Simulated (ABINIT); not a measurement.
A run of ABINIT 10.8.3 (patched build) is set up as follows.

The input run.abi:

```
# Pseudopotentials
pp_dirpath "./"
pseudos "Zn.GGA_PBE-JTH.xml, O.GGA_PBE-JTH.xml"

# Structure
acell 5.0799806655 5.0799806655 5.0799806655
rprim
     1.0000000000     0.0000000000     0.0000000000
     0.0000000000     1.0000000000     0.0000000000
     0.0000000000     0.0000000000     1.0000000000
ntypat 2
znucl 30 8
natom 2
typat 1 2
xred
     0.0000000000     0.0000000000     0.0000000000
     0.5000000000     0.5000000000     0.5000000000

# Plane-wave basis
ecut 23.0
pawecutdg 45.0
pawxcdev 0

# k points
kptopt 1
ngkpt 10 10 10
nshiftk 1
shiftk 0.0 0.0 0.0

# Exchange and correlation
ixc 11

# Bands and occupations
nband 13
occopt 3
tsmear 0.05 eV

# SCF cycle
nstep 100
tolvrs 1.0e-9

# Output
iomode 3
prtwf 0
prtden 0
prteig 0
prtebands 0
enunit 2
```

Potentials or basis: JTH PAW PBE v2.0.

Launch:

```bash
$ abinit run.abi > log 2>&1
```

Task: What does it give for the band gap on the k mesh?

Result: None (metal or under the smearing width).

Task: Estimate the pressure.

Result: -0.5 GPa.
